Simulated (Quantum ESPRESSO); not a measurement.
## SnTe under changes of volume

One of the cells (31.281 Å³/atom); the others are scaled copies at fixed shape and fractional positions:

```
Te Sn
1.0
     0.00000    3.15085    3.15085
     3.15085    0.00000    3.15085
     3.15085    3.15085    0.00000
Te Sn
1 1
Cartesian
  3.1509 3.1509 3.1509
  0.0000 0.0000 0.0000
```

* Program: Quantum ESPRESSO 7.5
* Functional: r2SCAN
* Potentials or basis: SG15 PBE 1.2
* Cutoff: 952 eV
* Density cutoff: 3810 eV
* k mesh: 5 × 5 × 5
* Occupations: fermi-dirac, width 0.05 eV
* Spin: no spin polarisation

```csv
volume (Å³/atom),energy over the lowest point (meV/atom),pressure (GPa)
29.404,28.97,4.1
30.030,?,?
30.656,6.21,1.8
31.281,1.24,0.8
31.907,0.00,-0.1
32.532,2.14,-1.0
33.158,7.36,-1.7
```

What does the run at 30.030 Å³/atom give?

Energy over the lowest point 15.31 meV/atom; pressure 2.9 GPa.

Worked out: A Birch-Murnaghan fit of order 3 (a polynomial in V^(-2/3)) to the other rows has its minimum at 31.81 Å³/atom with B0 = V·E''(V) = 45 GPa and B' = 4.0. It gives 15.31 meV/atom at 30.030 Å³/atom, against the run's 15.31, and -dE/dV = 2.9 GPa, against 2.9.

Energies are extrapolated to zero smearing.

Caveats: the potentials were made for another functional, which shifts forces and pressure.
